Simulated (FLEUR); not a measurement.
# Bi (R-3m) in FLEUR: notebook, part 2 of 2

FLEUR MaX-R8.1 (later development tree). The steps go on from the part before.

## 3. Equation of state, AM05, 32.97 Å³/atom (volume scaled by 0.94)

The input, inp.xml:

```xml
<?xml version="1.0" encoding="UTF-8" standalone="no"?>
<fleurInput fleurInputVersion="0.39">
   <comment>
      Bi                                                                                                  
   </comment>
   <calculationSetup>
      <cutoffs Kmax="4.1" Gmax="12.7" GmaxXC="12.7" numbands="0"/>
      <scfLoop itmax="60" minDistance="0.00001" maxIterBroyd="15" imix="Anderson" alpha="0.05" precondParam="0.0" spinf="2.0" sdNocoIR="T"/>
      <coreElectrons ctail="T" frcor="F" kcrel="0" coretail_lmax="0"/>
      <xcFunctional name="LibXC" relativisticCorrections="F">
         <LibXCName exchange="gga_x_am05" correlation="gga_c_am05"/>
      </xcFunctional>
      <magnetism jspins="1"/>
      <soc l_soc="F" theta="0.0" phi="0.0" spav="F"/>
      <expertModes spex="0" secvar="F"/>
      <geometryOptimization l_f="F" forcealpha="1.0" forcemix="BFGS" epsdisp="0.00001" epsforce="0.00001"/>
      <ldaU l_linMix="F" mixParam="0.05" spinf="1.0"/>
   </calculationSetup>
   <cell>
      <bzIntegration valenceElectrons="42.0" mode="hist" fermiSmearingEnergy="0.00183747">
         <kPointListSelection listName="default-1"/>
         <!-- k-points included here -->
         <xi:include xmlns:xi="http://www.w3.org/2001/XInclude" href="kpts.xml"> </xi:include>
      </bzIntegration>
      <!-- symmetry operations included here -->
      <xi:include xmlns:xi="http://www.w3.org/2001/XInclude" href="sym.xml"> </xi:include>
      <bulkLattice scale="0.9795861087">
         <bravaisMatrix>
            <row-1>    4.2849539875304998     2.4739193381895603     7.4417414786747997</row-1>
            <row-2>   -4.2849539875304998     2.4739193381895603     7.4417414786747997</row-2>
            <row-3>    0.0000000000000000    -4.9478386763791207     7.4417414786747997</row-3>
         </bravaisMatrix>
      </bulkLattice>
   </cell>
   <atomSpecies>
      <species name="Bismuth (Bi)" element="Bi" atomicNumber="83">
         <mtSphere radius="2.6" gridPoints="879" logIncrement="0.015"/>
         <atomicCutoffs lmax="11" lnonsphr="8"/>
         <electronConfig flipSpins="F">
            <coreConfig>(1s1/2) (2s1/2) (2p1/2) (2p3/2) (3s1/2) (3p1/2) (3p3/2) (4s1/2) (3d3/2) (3d5/2) (4p1/2) (4p3/2) (5s1/2) (4d3/2) (4d5/2) (4f5/2) (4f7/2)</coreConfig>
            <valenceConfig>(5p1/2) (5p3/2) (6s1/2) (5d3/2) (5d5/2) (6p1/2) (6p3/2)</valenceConfig>
            <stateOccupation state="(6p1/2)" spinUp="0.500000" spinDown="0.500000"/>
            <stateOccupation state="(6p3/2)" spinUp="1.000000" spinDown="1.000000"/>
         </electronConfig>
         <energyParameters s="6" p="6" d="5" f="5"/>
         <lo type="SCLO" l="1" n="5" eDeriv="0"/>
         <lo type="SCLO" l="1" n="5" eDeriv="1"/>
         <lo type="SCLO" l="0" n="6" eDeriv="2"/>
         <lo type="SCLO" l="2" n="5" eDeriv="2"/>
         <lo type="SCLO" l="3" n="5" eDeriv="2"/>
      </species>
   </atomSpecies>
   <atomGroups>
      <atomGroup species="Bismuth (Bi)">
         <relPos label="                   1">-.2340000000 -.2340000000 -.2340000000</relPos>
         <relPos label="                   2">.2340000000 .2340000000 .2340000000</relPos>
         <force calculate="T" relaxXYZ="TTT"/>
      </atomGroup>
   </atomGroups>
   <output dos="F" band="F" slice="F">
      <checks vchk="F" cdinf="F"/>
      <bandDOS minEnergy="-.5*Htr" maxEnergy="0.5*Htr" sigma="0.015" storeEVData="T"/>
      <vacuumDOS vacdos="F" integ="F" star="F" nstars="0" locx1="0.0" locy1="0.0" locx2="0.0" locy2="0.0" nstm="0" tworkf="0.0"/>
      <unfoldingBand unfoldBand="F" supercellX="1" supercellY="1" supercellZ="1"/>
      <plotting iplot="0" polar="F">
         <plot TwoD="T" vec1="  1.0  0.0  0.0" vec2="  0.0  1.0  0.0" vec3="  0.0  0.0  1.0" zero="  0.0  0.0  0.0" file="plot"/>
      </plotting>
      <chargeDensitySlicing numkpt="0" minEigenval="0.0" maxEigenval="0.0" nnne="0" pallst="F"/>
      <specialOutput eonly="F"/>
      <moessbauerParams electricFieldGradient="T" isomerShift="T" coreHyperfine="T" valenceHyperfine="T"/>
      <magneticCircularDichroism mcd="F" energyLo="-10.0" energyUp="0.0"/>
   </output>
  <!-- We include the file relax.xml here to enable relaxations (see documentation) -->
  <xi:include xmlns:xi="http://www.w3.org/2001/XInclude" href="relax.xml"> <xi:fallback/> </xi:include>
</fleurInput>
```

Potentials or basis: all-electron, FLAPW.

Run with:

```
$ inpgen -f crystal.txt -profile fastHighL
$ # inp.xml edited to the form shown
$ fleur_MPI
```

Log:

```text
Welcome to FLEUR        (www.flapw.de)
      MaX-Release 8.1          (www.max-centre.eu)
 func_ids         135         120         135         120
The functional 'Armiento & Mattsson 05' is an exchange functional, it belongs to the 'GGA' family and is defined in the reference(s):
[1] R. Armiento and A. E. Mattsson.,  Phys. Rev. B 72, 085108 (2005)
[2] A. E. Mattsson, R. Armiento, J. Paier, G. Kresse, J. M. Wills, and T. R. Mattsson.,  J. Chem. Phys. 128, 084714 (2008)
The functional 'Armiento & Mattsson 05' is a correlation functional, it belongs to the 'GGA' family and is defined in the reference(s):
[1] R. Armiento and A. E. Mattsson.,  Phys. Rev. B 72, 085108 (2005)
[2] A. E. Mattsson, R. Armiento, J. Paier, G. Kresse, J. M. Wills, and T. R. Mattsson.,  J. Chem. Phys. 128, 084714 (2008)
 Using same functional for VXC and EXC

 ========== k-point set info ==========
 Selected k-point list: default-1
 k-point list type: mesh
 7 x 7 x 7
 Number of k points: 44

 ------------Calculation Setup---------------------------
 Number of MPI-tasks      :            1
 Number of PE/node        :            1
 Number of OMP-threads    :            1
 Most efficient MPI parallelization for:
           1           2           4          11          22          44
 Additional eigenvalue parallelization possible
 Number of basis functions:          610
 Approximate size of matrices (H+S) per k-point:         0.006 GB
 --------------------------------------------------------
 Iteration:     1   Distance:      11.76436988 me/bohr^3
 Iteration:     2   Distance:      11.09952087 me/bohr^3
 Iteration:     3   Distance:       3.38408915 me/bohr^3
 Iteration:     4   Distance:       0.31953869 me/bohr^3
 Iteration:     5   Distance:       0.28296829 me/bohr^3
 Iteration:     6   Distance:       0.05143422 me/bohr^3
 Iteration:     7   Distance:       0.02126336 me/bohr^3
 Iteration:     8   Distance:       0.01250279 me/bohr^3
 Iteration:     9   Distance:       0.00305318 me/bohr^3
 Iteration:    10   Distance:       0.00185597 me/bohr^3
 Iteration:    11   Distance:       0.00023635 me/bohr^3
 Iteration:    12   Distance:       0.00003257 me/bohr^3
 Iteration:    13   Distance:       0.00002390 me/bohr^3
 Iteration:    14   Distance:       0.00000264 me/bohr^3

 ********************************************************************
 Run finished successfully
 Stop message:
   all done
 ********************************************************************
```

It took 71 s on 1 thread of Arm Neoverse V1, shared host; peak memory 0.09 GiB.

Results:

| Item | Value |
| --- | --- |
| Free energy | -1173903.0332 eV |
| Band gap on the k mesh | 0.29 eV, indirect (least direct gap 0.55 eV) |
| Valence electrons inside the program's atomic spheres | Bi 18.75 (radii Bi 2.6 bohr) |

Caveat: spin-orbit coupling is left out, which as a rule narrows the gap of such compounds by several tenths of an eV; an odd mesh through Γ misses points on the zone boundary, where band edges often lie.

## 4. Equation of state, AM05, 33.67 Å³/atom (volume scaled by 0.96)

Changes to inp.xml since step 3:

```diff
@@ -26,3 +26,3 @@
       <xi:include xmlns:xi="http://www.w3.org/2001/XInclude" href="sym.xml"> </xi:include>
-      <bulkLattice scale="0.9795861087">
+      <bulkLattice scale="0.9864848297">
          <bravaisMatrix>
```

Run with:

```
$ inpgen -f crystal.txt -profile fastHighL
$ # inp.xml edited to the form shown
$ fleur_MPI
```

Wall time 74 s (1 thread of Arm Neoverse V1, shared host); peak memory 0.09 GiB.

The run converged. Its results:

* Free energy: -1173903.0579 eV
* Band gap on the k mesh: 0.28 eV, indirect (least direct gap 0.54 eV)
* Valence electrons inside the program's atomic spheres: Bi 18.73 (radii Bi 2.6 bohr)

Caveat: spin-orbit coupling is left out, which as a rule narrows the gap of such compounds by several tenths of an eV; an odd mesh through Γ misses points on the zone boundary, where band edges often lie.

## 5. Equation of state, AM05, 35.07 Å³/atom

Changes to inp.xml since step 4:

```diff
@@ -26,3 +26,3 @@
       <xi:include xmlns:xi="http://www.w3.org/2001/XInclude" href="sym.xml"> </xi:include>
-      <bulkLattice scale="0.9864848297">
+      <bulkLattice scale="1.0000000000">
          <bravaisMatrix>
```

Run with:

```
$ inpgen -f crystal.txt -profile fastHighL
$ # inp.xml edited to the form shown
$ fleur_MPI
```

Wall time 80 s (1 thread of Arm Neoverse V1, shared host); peak memory 0.09 GiB.

The run converged. Its results:

| Property | Result |
| --- | --- |
| Free energy | -1173903.0774 eV |
| Band gap on the k mesh | 0.26 eV, indirect (least direct gap 0.52 eV) |
| Valence electrons inside the program's atomic spheres | Bi 18.71 (radii Bi 2.6 bohr) |

Caveat: spin-orbit coupling is left out, which as a rule narrows the gap of such compounds by several tenths of an eV; an odd mesh through Γ misses points on the zone boundary, where band edges often lie.

## 6. Equation of state, AM05, 36.47 Å³/atom (volume scaled by 1.04)

Changes to inp.xml since step 5:

```diff
@@ -26,3 +26,3 @@
       <xi:include xmlns:xi="http://www.w3.org/2001/XInclude" href="sym.xml"> </xi:include>
-      <bulkLattice scale="1.0000000000">
+      <bulkLattice scale="1.0131594038">
          <bravaisMatrix>
```

Potentials or basis: all-electron, FLAPW.

Run with:

```
$ inpgen -f crystal.txt -profile fastHighL
$ # inp.xml edited to the form shown
$ fleur_MPI
```

It took 1.8 min on 1 thread of Arm Neoverse V1, shared host; peak memory 0.09 GiB.

The run converged. Its results:

| Item | Value |
| --- | --- |
| Free energy | -1173903.0635 eV |
| Band gap on the k mesh | 0.24 eV, indirect (least direct gap 0.49 eV) |
| Valence electrons inside the program's atomic spheres | Bi 18.68 (radii Bi 2.6 bohr) |

Caveat: spin-orbit coupling is left out, which as a rule narrows the gap of such compounds by several tenths of an eV; an odd mesh through Γ misses points on the zone boundary, where band edges often lie.

## 7. Equation of state, AM05, 37.17 Å³/atom (volume scaled by 1.06)

Changes to inp.xml since step 6:

```diff
@@ -26,3 +26,3 @@
       <xi:include xmlns:xi="http://www.w3.org/2001/XInclude" href="sym.xml"> </xi:include>
-      <bulkLattice scale="1.0131594038">
+      <bulkLattice scale="1.0196128224">
          <bravaisMatrix>
```

Run with:

```
$ inpgen -f crystal.txt -profile fastHighL
$ # inp.xml edited to the form shown
$ fleur_MPI
```

Run time: 87 s. Hardware: 1 thread of Arm Neoverse V1, shared host; peak memory 0.09 GiB.

The run converged. Its results:

| Item | Value |
| --- | --- |
| Free energy | -1173903.0461 eV |
| Band gap on the k mesh | 0.23 eV, indirect (least direct gap 0.48 eV) |
| Valence electrons inside the program's atomic spheres | Bi 18.67 (radii Bi 2.6 bohr) |

Caveat: spin-orbit coupling is left out, which as a rule narrows the gap of such compounds by several tenths of an eV; an odd mesh through Γ misses points on the zone boundary, where band edges often lie.

## 8. Equation of state, AM05

No new run: the results of the series are fitted here.

Results:

| Item | Value |
| --- | --- |
| Equilibrium volume | 35.14 Å³/atom |
| Bulk modulus at fixed shape and positions | 47 GPa |
| Pressure derivative of the bulk modulus | 4.3 (rough: it moves with the points fitted) |

Energy against volume, from the lowest point:
```
volume (Å³/atom)  energy (meV/atom)
          32.965              22.09
          33.667               9.75
          35.070               0.00
          36.472               6.92
          37.174              15.64
```

Caveat: the cell was scaled at fixed shape and fractional positions, which overstates the stiffness of a crystal with free parameters, most of all of layers and chains; spin-orbit coupling is left out, which moves the levels of the heavy elements.
